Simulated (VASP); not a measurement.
# Ta2N: equation of state with PBEsol

The system is Ta2N.

```xyz
3
Lattice="3.1129 0.0000 0.0000 -1.5564 2.6958 0.0000 0.0000 0.0000 4.8698" Properties=species:S:1:pos:R:3 pbc="T T T"
Ta    0.0000    1.7972    1.2404
Ta    1.5564    0.8986    3.6294
N     0.0000    0.0000    0.0000
```

The cell comes from a database or a generator and needn't be the stable form of this composition.

| Item | Value |
| --- | --- |
| Program | VASP 6.6.1 |
| Task | equation of state |
| Functional | PBEsol |
| Potentials or basis | VASP PAW PBE potentials, release 64 (Ta_pv, N) |
| Cutoff | 520 eV |
| k mesh | 10 × 10 × 6 |
| Occupations | fermi-dirac, width 0.05 eV |
| Spin | no spin polarisation |

```
Equilibrium volume                        : 13.22 Å³/atom
Bulk modulus at fixed shape and positions : 303 GPa
Pressure derivative of the bulk modulus   : 4.4
```

Energy against volume, from the lowest point:
| volume (Å³/atom) | energy (meV/atom) |
| --- | --- |
| 12.805 | 11.65 |
| 13.077 | 0.20 |
| 13.350 | 0.00 |
| 13.622 | 9.88 |
| 13.895 | 28.79 |
| 14.167 | 55.77 |
| 14.439 | 89.99 |

All runs of the series together: 2.5 min on 1 thread of Intel(R) Xeon(R) 6975P-C (Granite Rapids) (shared host).

Caveat: the cell was scaled at fixed shape and fractional positions, which overstates the stiffness of a crystal with free parameters, most of all of layers and chains; the PAW data sets were made with another functional, which shifts forces and pressure a little. The run has no spin-orbit coupling, so splittings on Ta are missing.
